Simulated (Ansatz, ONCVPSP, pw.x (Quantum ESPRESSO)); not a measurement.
**Which P potential is closest to all-electron in the bcc crystal?**

All use PBE, scalar-relativistic, no spin, cutoffs from each file’s atomic test, pw.x 7.5; 15³ k-points, Fermi–Dirac smearing 0.01 Ry. Δ is the rms difference from all-electron LAPW of the E(V) curves that follow from fits to the pressures, over ±6 % in volume. Mesh and smearing are coarse and serve the comparison alone. The files are a selection: those with a ghost or negative overlap were mostly not run, and those with noisy or unconverged pressures or nearly equal Δ are left out.

All-electron: a0 = 3.052 Å (V0 = 14.22 Å³/atom), B0 = 95.6 GPa.

Task: Rank them by Δ, smallest first.
A. optimised norm-conserving Vanderbilt (ONCV), ONCVPSP 4.0.1.1 (patched build), PBE; core [Ne], reference 3s1 3p4; waves: 3s: rc 1.70 bohr, ncon 4, nbas 9, qcut 4.6 1/bohr, 2 projectors, debl 1 Ha; 3p: rc 1.55 bohr, ncon 4, nbas 8, qcut 4.6 1/bohr, 2 projectors, debl 3.7 Ha; local part: polynomial inside 1.00 bohr (lpopt 5, dvloc0 -1 Ha); core correction: none.
B. optimised norm-conserving Vanderbilt (ONCV), ONCVPSP 4.0.1.1 (patched build), PBE; core [Ne], reference 3s2 3p3; waves: 3s: rc 1.50 bohr, ncon 4, nbas 8, qcut 4.3 1/bohr, 1 projector; 3p: rc 1.65 bohr, ncon 4, nbas 8, qcut 4.4 1/bohr, 1 projector; d scattering state at 0.04 Ha: rc 1.40 bohr, ncon 4, nbas 9, qcut 8.2 1/bohr, 2 projectors, debl 0.5 Ha; local part: polynomial inside 1.05 bohr (lpopt 5, dvloc0 -1 Ha); core correction: polynomial model core, fcfact 0.75.
C. optimised norm-conserving Vanderbilt (ONCV), ONCVPSP 4.0.1.1 (patched build), PBE; core [Ne], reference 3s2 3p2.75; waves: 3s: rc 1.50 bohr, ncon 4, nbas 8, qcut 5 1/bohr, 3 projectors, debl 3.8 Ha; 3p: rc 1.70 bohr, ncon 3, nbas 6, qcut 5.3 1/bohr, 2 projectors, debl 0.5 Ha; local part: polynomial inside 1.05 bohr (lpopt 5, dvloc0 4 Ha); core correction: none.

Result: B (2.7 meV/atom), A (5.9 meV/atom), C (13.4 meV/atom).
